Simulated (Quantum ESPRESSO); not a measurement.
# C (Fd-3m) in Quantum ESPRESSO: notebook, part 3 of 3

Quantum ESPRESSO 7.5. The steps go on from the part before.

## 4. Phonons, PBE, target pressure 10 GPa, at which the enthalpy is minimised

pw.in reads:

```
&CONTROL
  calculation = 'scf'
  prefix = 'pwscf'
  outdir = './tmp'
  pseudo_dir = './pseudo'
  tprnfor = .true.
  tstress = .true.
  disk_io = 'low'
/
&SYSTEM
  ibrav = 0
  nat = 2
  ntyp = 1
  ecutwfc = 45
  ecutrho = 360
  nbnd = 9
  occupations = 'smearing'
  smearing = 'fd'
  degauss = 0.00367493
/
&ELECTRONS
  conv_thr = 4d-10
  electron_maxstep = 120
  mixing_beta = 0.5
/
ATOMIC_SPECIES
C     12.0110 c_pbe_v1.2.uspp.F.UPF
CELL_PARAMETERS angstrom
   0.0000000000    1.7833700000    1.7833700000
   1.7833700000    0.0000000000    1.7833700000
   1.7833700000    1.7833700000    0.0000000000
ATOMIC_POSITIONS crystal
C      0.7500000000    0.7500000000    0.7500000000
C      0.5000000000    0.5000000000    0.5000000000
K_POINTS automatic
12 12 12 1 1 1
```

relax.in reads:

```
&CONTROL
  calculation = 'vc-relax'
  prefix = 'pwscf'
  outdir = './tmp'
  pseudo_dir = './pseudo'
  tprnfor = .true.
  tstress = .true.
  disk_io = 'low'
  nstep = 40
  forc_conv_thr = 0.0001
  etot_conv_thr = 1d-06
/
&SYSTEM
  ibrav = 0
  nat = 2
  ntyp = 1
  ecutwfc = 45
  ecutrho = 360
  nbnd = 9
  occupations = 'smearing'
  smearing = 'fd'
  degauss = 0.00367493
/
&ELECTRONS
  conv_thr = 4d-10
  electron_maxstep = 120
  mixing_beta = 0.5
/
&IONS
  ion_dynamics = 'bfgs'
/
&CELL
  cell_dynamics = 'bfgs'
  press = 100
  press_conv_thr = 0.2
/
ATOMIC_SPECIES
C     12.0110 c_pbe_v1.2.uspp.F.UPF
CELL_PARAMETERS angstrom
   0.0000000000    1.7833700000    1.7833700000
   1.7833700000    0.0000000000    1.7833700000
   1.7833700000    1.7833700000    0.0000000000
ATOMIC_POSITIONS crystal
C      0.7500000000    0.7500000000    0.7500000000
C      0.5000000000    0.5000000000    0.5000000000
K_POINTS automatic
12 12 12 1 1 1
```

scf2.in reads:

```
&CONTROL
  calculation = 'scf'
  prefix = 'pwscf'
  outdir = './tmp'
  pseudo_dir = './pseudo'
  tprnfor = .true.
  tstress = .true.
  disk_io = 'low'
/
&SYSTEM
  ibrav = 0
  nat = 2
  ntyp = 1
  ecutwfc = 45
  ecutrho = 360
  nbnd = 9
  occupations = 'fixed'
/
&ELECTRONS
  conv_thr = 1d-13
  electron_maxstep = 120
  mixing_beta = 0.5
  startingpot = 'file'
  startingwfc = 'file'
/
ATOMIC_SPECIES
C     12.0110 c_pbe_v1.2.uspp.F.UPF
CELL_PARAMETERS angstrom
   0.0000000000    1.7723417382    1.7723417382
   1.7723417382    0.0000000000    1.7723417382
   1.7723417382    1.7723417382    0.0000000000
ATOMIC_POSITIONS crystal
C      0.7500000000    0.7500000000    0.7500000000
C      0.5000000000    0.5000000000    0.5000000000
K_POINTS automatic
12 12 12 1 1 1
```

ph.in reads:

```
phonons of C
&INPUTPH
  prefix = 'pwscf'
  outdir = './tmp'
  tr2_ph = 1d-18
  fildyn = 'dyn'
  niter_ph = 90
  alpha_mix(1) = 0.7
  epsil = .true.
/
0.0000000000 0.0000000000 0.0000000000
```

dynmat.in reads:

```
&INPUT
  fildyn = 'dyn'
  asr = 'crystal'
  lperm = .true.
  filout = 'dynmat.disp'
  fileig = 'dynmat.eig'
/
```

dynmat_lo.in reads:

```
&INPUT
  fildyn = 'dyn'
  asr = 'crystal'
  filout = 'dynmat_lo.disp'
  fileig = 'dynmat_lo.eig'
  q(1) = 0
  q(2) = 0
  q(3) = 1
/
```

Potentials or basis: GBRV 1.5 PBE.

Started as:

```
$ OMP_NUM_THREADS=1 pw.x -in pw.in > pw.out
$ OMP_NUM_THREADS=1 pw.x -in relax.in > relax.out
$ OMP_NUM_THREADS=1 pw.x -in scf2.in > scf2.out
$ OMP_NUM_THREADS=1 ph.x -in ph.in > ph.out
$ OMP_NUM_THREADS=1 dynmat.x -in dynmat.in > dynmat.out
$ OMP_NUM_THREADS=1 dynmat.x -in dynmat_lo.in > dynmat_lo.out
```

pw.out:

```text
This program is part of the open-source Quantum ESPRESSO suite
     for quantum simulation of materials; please cite
[... 9 lines left out ...]
     --------------------
     sticks:   dense  smooth     PW     G-vecs:    dense   smooth      PW
     Sum         559     283    109                 8801     3119     701

     Using Slab Decomposition

     bravais-lattice index     =            0
     lattice parameter (alat)  =       4.7660  a.u.
     unit-cell volume          =      76.5510 (a.u.)^3
     number of atoms/cell      =            2
     number of atomic types    =            1
     number of electrons       =         8.00
     number of Kohn-Sham states=            9
     kinetic-energy cutoff     =      45.0000  Ry
     charge density cutoff     =     360.0000  Ry
     scf convergence threshold =      4.0E-10
     mixing beta               =       0.5000
     number of iterations used =            8  plain     mixing
     Exchange-correlation= SLA  PW   PBE  PBE
                           (   1   4   3   4   0   0   0)

     celldm(1)=   4.766014  celldm(2)=   0.000000  celldm(3)=   0.000000
     celldm(4)=   0.000000  celldm(5)=   0.000000  celldm(6)=   0.000000

     crystal axes: (cart. coord. in units of alat)
               a(1) = (   0.000000   0.707107   0.707107 )
               a(2) = (   0.707107   0.000000   0.707107 )
               a(3) = (   0.707107   0.707107   0.000000 )

     reciprocal axes: (cart. coord. in units 2 pi/alat)
               b(1) = ( -0.707107  0.707107  0.707107 )
               b(2) = (  0.707107 -0.707107  0.707107 )
               b(3) = (  0.707107  0.707107 -0.707107 )

     PseudoPot. # 1 for C  read from file:
     c_pbe_v1.2.uspp.F.UPF
     Pseudo is Ultrasoft + core correction, Zval =  4.0
     Generated by new atomic code, or converted to UPF format
     Using radial grid of  721 points,  4 beta functions with:
                l(1) =   0
                l(2) =   0
                l(3) =   1
                l(4) =   1
     Q(r) pseudized with  8 coefficients,  rinner =    1.100   1.100   1.100

     atomic species   valence    mass     pseudopotential
     C                 4.00    12.01100     C ( 1.00)

     48 Sym. Ops., with inversion, found (24 have fractional translation)

   Cartesian axes

     site n.     atom                  positions (alat units)
         1        C      tau(   1) = (   1.0606602   1.0606602   1.0606602  )
         2        C      tau(   2) = (   0.7071068   0.7071068   0.7071068  )

     number of k points=   182  Fermi-Dirac smearing, width (Ry)=  0.0037

     Number of k-points >= 100: set verbosity='high' to print them.

     Dense  grid:     8801 G-vectors     FFT dimensions: (  32,  32,  32)

     Smooth grid:     3119 G-vectors     FFT dimensions: (  24,  24,  24)

     Initial potential from superposition of free atoms

     starting charge       7.9999, renormalised to       8.0000
     Starting wfcs are    8 randomized atomic wfcs +    1 random wfcs

     Self-consistent Calculation

     iteration #  1     ecut=    45.00 Ry     beta= 0.50
     Davidson diagonalization with overlap
     ethr =  1.00E-02,  avg # of iterations =  4.1

     total energy              =     -22.96195690 Ry
     estimated scf accuracy    <       0.11633201 Ry

     iteration #  2     ecut=    45.00 Ry     beta= 0.50
     Davidson diagonalization with overlap
     ethr =  1.45E-03,  avg # of iterations =  1.1

     total energy              =     -22.96018365 Ry
     estimated scf accuracy    <       0.01681891 Ry

     iteration #  3     ecut=    45.00 Ry     beta= 0.50
     Davidson diagonalization with overlap
     ethr =  2.10E-04,  avg # of iterations =  2.0

     total energy              =     -22.96159818 Ry
     estimated scf accuracy    <       0.00016889 Ry

     iteration #  4     ecut=    45.00 Ry     beta= 0.50
     Davidson diagonalization with overlap
     ethr =  2.11E-06,  avg # of iterations =  4.7

     total energy              =     -22.96162651 Ry
     estimated scf accuracy    <       0.00000082 Ry

     iteration #  5     ecut=    45.00 Ry     beta= 0.50
     Davidson diagonalization with overlap
     ethr =  1.02E-08,  avg # of iterations =  2.6

     total energy              =     -22.96162705 Ry
     estimated scf accuracy    <       0.00000007 Ry

     iteration #  6     ecut=    45.00 Ry     beta= 0.50
     Davidson diagonalization with overlap
     ethr =  8.67E-10,  avg # of iterations =  2.0

     total energy              =     -22.96162707 Ry
     estimated scf accuracy    <          5.7E-09 Ry

     iteration #  7     ecut=    45.00 Ry     beta= 0.50
     Davidson diagonalization with overlap
     ethr =  7.11E-11,  avg # of iterations =  2.0

     End of self-consistent calculation

     Number of k-points >= 100: set verbosity='high' to print the bands.

     the Fermi energy is    15.5393 ev

!    total energy              =     -22.96162708 Ry
     estimated scf accuracy    <          6.3E-11 Ry
     smearing contrib. (-TS)   =       0.00000000 Ry
     internal energy E=F+TS    =     -22.96162708 Ry

     The total energy is F=E-TS. E is the sum of the following terms:
     one-electron contribution =       8.05176803 Ry
     hartree contribution      =       1.93307351 Ry
     xc contribution           =      -7.37178011 Ry
     ewald contribution        =     -25.57468850 Ry

     convergence has been achieved in   7 iterations

     Forces acting on atoms (cartesian axes, Ry/au):

     atom    1 type  1   force =    -0.00000000   -0.00000000    0.00000000
     atom    2 type  1   force =     0.00000000    0.00000000   -0.00000000

     Total force =     0.000000     Total SCF correction =     0.000000

     Computing stress (Cartesian axis) and pressure

          total   stress  (Ry/bohr**3)                   (kbar)     P=       15.29
   0.00010394  -0.00000000   0.00000000           15.29       -0.00        0.00
  -0.00000000   0.00010394   0.00000000           -0.00       15.29        0.00
   0.00000000   0.00000000   0.00010394            0.00        0.00       15.29

=------------------------------------------------------------------------------=
   JOB DONE.
=------------------------------------------------------------------------------=
```

relax.out:

```text
This program is part of the open-source Quantum ESPRESSO suite
     for quantum simulation of materials; please cite
[... 9 lines left out ...]
     --------------------
     sticks:   dense  smooth     PW     G-vecs:    dense   smooth      PW
     Sum         559     283    109                 8801     3119     701
[... 616 lines left out ...]
   0.00067815   0.00000000   0.00000000           99.76        0.00        0.00
   0.00000000   0.00067815   0.00000000            0.00       99.76        0.00
   0.00000000   0.00000000   0.00067815            0.00        0.00       99.76

=------------------------------------------------------------------------------=
   JOB DONE.
=------------------------------------------------------------------------------=
```

scf2.out:

```text
This program is part of the open-source Quantum ESPRESSO suite
     for quantum simulation of materials; please cite
[... 9 lines left out ...]
     --------------------
     sticks:   dense  smooth     PW     G-vecs:    dense   smooth      PW
     Sum         559     283    109                 8657     3119     701
[... 104 lines left out ...]
   0.00067814   0.00000000  -0.00000000           99.76        0.00       -0.00
  -0.00000000   0.00067814  -0.00000000           -0.00       99.76       -0.00
  -0.00000000  -0.00000000   0.00067814           -0.00       -0.00       99.76

=------------------------------------------------------------------------------=
   JOB DONE.
=------------------------------------------------------------------------------=
```

It took 6.5 min on 1 thread of Intel Xeon at 2.50GHz (Skylake/Cascade Lake), shared host; peak memory 0.05 GiB.

Results:

```yaml
Free_energy: -312.4010 eV
Relaxed_volume: 5.57 Å³/atom
Relaxed_cell: a = 2.506 Å, b = 2.506 Å, c = 2.506 Å, α = 60.00°, β = 60.00°, γ = 60.00°
Space_group_after_relaxing_to_0.05_Å: Fd-3m (No. 227)
Pressure_after_relaxing: 10.0 GPa
Electronic_dielectric_tensor_diagonal: 5.79
Born_charges_mean_of_the_diagonal: C -0.00 e
Highest_phonon_frequency_at_Γ: 1322 cm⁻¹
Static_dielectric_tensor_diagonal: 5.79
```

The path:
```tsv
step	energy change (eV)	largest force (eV/Å)	pressure (GPa)	volume (Å³)
1	0.0000	0.0000	1.53	11.34
2	0.0348	0.0000	22.26	10.86
3	0.0073	0.0000	9.88	11.14
4	0.0074	0.0000	10.00	11.13
```

Final structure:
```
C
1.0
     0.00000    1.77234    1.77234
     1.77234    0.00000    1.77234
     1.77234    1.77234    0.00000
C
2
Direct
  0.75000 0.75000 0.75000
  0.50000 0.50000 0.50000
```

Phonon frequencies in cm⁻¹ (negative: imaginary):
| q point | frequencies |
| --- | --- |
| (0.000, 0.000, 0.000) | 3 3 3 1322 1322 1322 |

Electronic dielectric tensor:
```
5.79 0.00 0.00
0.00 5.79 0.00
0.00 0.00 5.79
```

Born effective charge tensors (e):
atom 1, C
```
0.00 0.00 0.00
0.00 0.00 0.00
0.00 0.00 0.00
```
atom 2, C
```
0.00 0.00 0.00
0.00 0.00 0.00
0.00 0.00 0.00
```

Optical modes at Γ, degenerate ones joined, polar ones without the macroscopic field:
```csv
cm⁻¹,components,symmetry,active in,"IR intensity, summed ((D/Å)²/amu)"
1322,3,T2g,Raman,0.00
```

Static dielectric tensor, electrons and zone-centre modes:
```
5.79 0.00 0.00
0.00 5.79 0.00
0.00 0.00 5.79
```

Caveat: the cell is more than 3 GPa from zero pressure, which shifts response properties.

## 5. Phonons, PBE, target pressure 50 GPa, at which the enthalpy is minimised

pw.in is that of step 4.

Changes to relax.in since step 4:

```diff
@@ -33,3 +33,3 @@
   cell_dynamics = 'bfgs'
-  press = 100
+  press = 500
   press_conv_thr = 0.2
```

Changes to scf2.in since step 4:

```diff
@@ -28,5 +28,5 @@
 CELL_PARAMETERS angstrom
-   0.0000000000    1.7723417382    1.7723417382
-   1.7723417382    0.0000000000    1.7723417382
-   1.7723417382    1.7723417382    0.0000000000
+   0.0000000000    1.7289105880    1.7289105880
+   1.7289105880    0.0000000000    1.7289105880
+   1.7289105880    1.7289105880    0.0000000000
 ATOMIC_POSITIONS crystal
```

ph.in is that of step 4.

dynmat.in is that of step 4.

dynmat_lo.in is that of step 4.

Potentials or basis: GBRV 1.5 PBE.

Started as:

```
$ OMP_NUM_THREADS=1 pw.x -in pw.in > pw.out
$ OMP_NUM_THREADS=1 pw.x -in relax.in > relax.out
$ OMP_NUM_THREADS=1 pw.x -in scf2.in > scf2.out
$ OMP_NUM_THREADS=1 ph.x -in ph.in > ph.out
$ OMP_NUM_THREADS=1 dynmat.x -in dynmat.in > dynmat.out
$ OMP_NUM_THREADS=1 dynmat.x -in dynmat_lo.in > dynmat_lo.out
```

pw.out:

```text
This program is part of the open-source Quantum ESPRESSO suite
     for quantum simulation of materials; please cite
         "P. Giannozzi et al., J. Phys.:Condens. Matter 21 395502 (2009);
         "P. Giannozzi et al., J. Phys.:Condens. Matter 29 465901 (2017);
         "P. Giannozzi et al., J. Chem. Phys. 152 154105 (2020);
     in publications or presentations arising from this work. More details at

     Message from routine setup:
     using ibrav=0 with symmetry is DISCOURAGED, use correct ibrav instead

     G-vector sticks info
     --------------------
     sticks:   dense  smooth     PW     G-vecs:    dense   smooth      PW
     Sum         559     283    109                 8801     3119     701

     Using Slab Decomposition

     bravais-lattice index     =            0
     lattice parameter (alat)  =       4.7660  a.u.
     unit-cell volume          =      76.5510 (a.u.)^3
     number of atoms/cell      =            2
     number of atomic types    =            1
[... 63 lines left out ...]

     total energy              =     -22.96195690 Ry
     estimated scf accuracy    <       0.11633201 Ry
[... 36 lines left out ...]
     iteration #  7     ecut=    45.00 Ry     beta= 0.50
     Davidson diagonalization with overlap
     ethr =  7.11E-11,  avg # of iterations =  2.0

     End of self-consistent calculation

     Number of k-points >= 100: set verbosity='high' to print the bands.

     the Fermi energy is    15.5393 ev

!    total energy              =     -22.96162708 Ry
     estimated scf accuracy    <          6.3E-11 Ry
     smearing contrib. (-TS)   =       0.00000000 Ry
     internal energy E=F+TS    =     -22.96162708 Ry

     The total energy is F=E-TS. E is the sum of the following terms:
     one-electron contribution =       8.05176803 Ry
     hartree contribution      =       1.93307351 Ry
     xc contribution           =      -7.37178011 Ry
     ewald contribution        =     -25.57468850 Ry

     convergence has been achieved in   7 iterations

     Forces acting on atoms (cartesian axes, Ry/au):

     atom    1 type  1   force =     0.00000000    0.00000000    0.00000000
     atom    2 type  1   force =     0.00000000    0.00000000    0.00000000

     Total force =     0.000000     Total SCF correction =     0.000000

     Computing stress (Cartesian axis) and pressure

          total   stress  (Ry/bohr**3)                   (kbar)     P=       15.29
   0.00010394  -0.00000000  -0.00000000           15.29       -0.00       -0.00
  -0.00000000   0.00010394   0.00000000           -0.00       15.29        0.00
  -0.00000000   0.00000000   0.00010394           -0.00        0.00       15.29

=------------------------------------------------------------------------------=
   JOB DONE.
=------------------------------------------------------------------------------=
```

relax.out:

```text
This program is part of the open-source Quantum ESPRESSO suite
     for quantum simulation of materials; please cite
         "P. Giannozzi et al., J. Phys.:Condens. Matter 21 395502 (2009);
         "P. Giannozzi et al., J. Phys.:Condens. Matter 29 465901 (2017);
         "P. Giannozzi et al., J. Chem. Phys. 152 154105 (2020);
[... 842 lines left out ...]
  -0.00000000   0.00338884   0.00000000           -0.00      498.52        0.00
  -0.00000000   0.00000000   0.00338884           -0.00        0.00      498.52

=------------------------------------------------------------------------------=
   JOB DONE.
=------------------------------------------------------------------------------=
```

Run time: 3.8 min. Hardware: 1 thread of Intel Xeon at 2.50GHz (Skylake/Cascade Lake), shared host; peak memory 0.05 GiB.

What came out:

```yaml
Free_energy: -312.2555 eV
Relaxed_volume: 5.17 Å³/atom
Relaxed_cell: a = 2.445 Å, b = 2.445 Å, c = 2.445 Å, α = 60.00°, β = 60.00°, γ = 60.00°
Space_group_after_relaxing_to_0.05_Å: Fd-3m (No. 227)
Pressure_after_relaxing: 49.9 GPa
Electronic_dielectric_tensor_diagonal: 5.69
Born_charges_mean_of_the_diagonal: C -0.00 e
Highest_phonon_frequency_at_Γ: 1422 cm⁻¹
Static_dielectric_tensor_diagonal: 5.69
```

The path:
| step | energy change (eV) | largest force (eV/Å) | pressure (GPa) | volume (Å³) |
| --- | --- | --- | --- | --- |
| 1 | 0.0000 | 0.0000 | 1.53 | 11.34 |
| 2 | 1.2145 | 0.0000 | 181.46 | 8.76 |
| 3 | 0.1253 | 0.0000 | 44.89 | 10.42 |
| 4 | 0.1546 | 0.0000 | 50.59 | 10.33 |
| 5 | 0.1515 | 0.0000 | 49.99 | 10.34 |
| 6 | 0.1516 | 0.0000 | 50.01 | 10.34 |

Final structure:
```cif
data_structure
_symmetry_space_group_name_H-M 'P 1'
_symmetry_Int_Tables_number 1
_cell_length_a 2.4450
_cell_length_b 2.4450
_cell_length_c 2.4450
_cell_angle_alpha 60.000
_cell_angle_beta 60.000
_cell_angle_gamma 60.000
_cell_volume 10.34
loop_
_atom_site_label
_atom_site_type_symbol
_atom_site_fract_x
_atom_site_fract_y
_atom_site_fract_z
_atom_site_occupancy
C1 C 0.75000 0.75000 0.75000 1
C2 C 0.50000 0.50000 0.50000 1
```

Phonon frequencies in cm⁻¹ (negative: imaginary):
| q point | frequencies |
| --- | --- |
| (0.000, 0.000, 0.000) | 3 3 3 1422 1422 1422 |

Electronic dielectric tensor:
```
5.69 0.00 0.00
0.00 5.69 0.00
0.00 0.00 5.69
```

Born effective charge tensors (e):
atom 1, C
```
0.00 0.00 0.00
0.00 0.00 0.00
0.00 0.00 0.00
```
atom 2, C
```
0.00 0.00 0.00
0.00 0.00 0.00
0.00 0.00 0.00
```

Optical modes at Γ, degenerate ones joined, polar ones without the macroscopic field:
| cm⁻¹ | components | symmetry | active in | IR intensity, summed ((D/Å)²/amu) |
| --- | --- | --- | --- | --- |
| 1422 | 3 | T2g | Raman | 0.00 |

Static dielectric tensor, electrons and zone-centre modes:
```
5.69 0.00 0.00
0.00 5.69 0.00
0.00 0.00 5.69
```

Caveat: the cell is more than 3 GPa from zero pressure, which shifts response properties.

## 6. Summary

| task | level | potentials or basis | cell | k mesh | cutoff (eV) | pressure (GPa) |
| --- | --- | --- | --- | --- | --- | --- |
| dielectric tensor | PBEsol | PseudoDojo 0.4.1 SR PBEsol standard | as given | 16 × 16 × 16 | 1116 | -3.3 |
| phonons | PBE | GBRV 1.5 PBE | relaxed | 12 × 12 × 12, shifted | 612 | 0.0 |
| phonons | PBE | GBRV 1.5 PBE | relaxed to 10 GPa | 12 × 12 × 12, shifted | 612 | 10.0 |
| phonons | PBE | GBRV 1.5 PBE | relaxed to 50 GPa | 12 × 12 × 12, shifted | 612 | 49.9 |

Alike in all rows: no spin polarisation; smearing fermi-dirac 0.05 eV.

Caveats: the cell is more than 3 GPa from zero pressure, which shifts response properties (some runs); on a mesh that holds Γ this program's dielectric tensor can be off by some percent beyond the error of the mesh (some runs).

Total energies depend on the potentials used, so only differences within one code and one set of settings carry meaning.
